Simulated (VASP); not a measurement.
Crystal: GaP.

```
Ga P
1.0
     0.00000    2.72525    2.72525
     2.72525    0.00000    2.72525
     2.72525    2.72525    0.00000
Ga P
1 1
Direct
  0.00000 0.00000 0.00000
  0.75000 0.75000 0.75000
```

Base run:

| Property | Result |
| --- | --- |
| Program | VASP 6.6.1 |
| Functional | PW91 |
| Potentials or basis | VASP PAW PBE potentials, release 64 (Ga_d, P) |
| Cutoff | 520 eV |
| k mesh | 8 × 8 × 8 |
| Occupations | fermi-dirac, width 0.05 eV |
| Spin | no spin polarisation |

Its results: band gap on the k mesh 1.64 eV, indirect (least direct gap 1.81 eV); pressure 2.4 GPa.

Task: The run is repeated on the same cell with these changes: functional from PW91 to BLYP; further incar settings from ALGO = Normal; EDIFF = 1e-06; NBANDS = 16 to ALGO = Fast; EDIFF = 1e-06. What comes out?

Result: Band gap on the k mesh 1.68 eV, indirect (least direct gap 1.73 eV); pressure 6.5 GPa.

Caveats: the PAW data sets were made with another functional, which shifts forces and pressure a little.
